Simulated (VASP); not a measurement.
Cu, 1 atom in the cell. The structure is tetragonal, space group I4/mmm (No. 139). Conventional cell: a = 2.886 Å, b = 2.886 Å, c = 2.752 Å, α = 90.00°, β = 90.00°, γ = 90.00°. Cu (site symmetry 4/mmm) is surrounded by 10 Cu at 2.46 to 2.75 Å. This isn't the form of Cu at room conditions, which is fcc.

| Item | Value |
| --- | --- |
| Program | VASP 6.6.1 |
| Task | relaxation of cell and atoms |
| Functional | PBE |
| Potentials or basis | VASP PAW PBE potentials, release 64 (Cu) |
| Cutoff | 600 eV |
| k mesh | 20 × 20 × 20 |
| Occupations | gaussian, width 0.1 eV |
| Spin | no spin polarisation |
| Further INCAR settings | ALGO = Fast; EDIFF = 1e-07; IBRION = 2; EDIFFG = -0.005; NSW = 90; ISIF = 3 |

Potentials or basis: VASP PAW PBE potentials, release 64 (Cu).

Launch:

```console
$ cat potpaw_PBE.64/Cu/POTCAR > POTCAR
$ mpirun -np 1 vasp_std > vasp.out
```

Hardware: 1 thread of Intel(R) Xeon(R) 6975P-C (Granite Rapids) (shared host).

Task: Estimate the wall time of this run.

Result: It took 4.6 min on 1 thread of Intel(R) Xeon(R) 6975P-C (Granite Rapids), on a shared host, peak memory 0.25 GiB. Counts: scf iterations 136, k points 641, ion steps 21.
